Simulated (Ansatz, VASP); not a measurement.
## Zn in VASP and in Ansatz

```
Zn
1.0
    -1.48477    1.48477    1.48477
     1.48477   -1.48477    1.48477
     1.48477    1.48477   -1.48477
Zn
1
Direct
  0.00000 0.00000 0.00000
```

Change from the starting cell: volume scaled by 0.85, LAPW.

Alike in both runs: task single point; functional PBE; k mesh 19 × 19 × 19; occupations fermi-dirac, width 0.1 eV; no spin polarisation.

|  | VASP | Ansatz |
| --- | --- | --- |
| version | VASP 6.6.1 | Ansatz 0.2.0 |
| potentials or method | VASP PAW PBE potentials, release 64 (Zn), cutoff 520 eV | all-electron LAPW, scalar-relativistic |

|  | VASP | Ansatz | Ansatz less VASP |
| --- | --- | --- | --- |
| pressure (GPa) | 16.6 | 16.1 | -0.53 |

Ansatz ran all-electron here, so the differences hold the error of VASP's frozen core and of both bases.

Caveats: so large a pressure means that the cell lies far from this level's equilibrium, or that cutoff or potentials fall short (VASP).
